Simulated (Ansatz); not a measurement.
## Tl: which structure is lowest?

Method: DFT, r2SCAN, plane waves (500 eV) with PAW, scalar-relativistic (Ansatz). The PAW files were generated under PBE, with cores re-solved for the functional.

Each structure is relaxed within its own symmetry, so a high-lying one may be dynamically unstable.

| structure | ΔE (meV/atom) | V (Å³/atom) | cell | magnetic state |
| --- | --- | --- | --- | --- |
| hcp | 0 | 30.17 | a = 3.539 Å, c = 5.562 Å (c/a = 1.572) | spin not included |
| bcc | 4 | 30.10 | a = 3.919 Å | spin not included |
| omega (AlB2-type) | 14 | 30.26 | a = 5.543 Å, c = 3.412 Å (c/a = 0.616) | spin not included |
| dhcp | 16 | 29.92 | a = 3.498 Å, c = 11.298 Å (c/a = 3.230) | spin not included |
| fcc | 17 | 29.90 | a = 4.927 Å | spin not included |
| A15 | 42 | 30.40 | a = 6.242 Å | spin not included |
| simple cubic | 125 | 32.21 | a = 3.182 Å | spin not included |
| diamond | 394 | 42.04 | a = 6.954 Å | spin not included |

ΔE counts from hcp.

Differences under about 8 meV lie within the error of the k-point mesh.
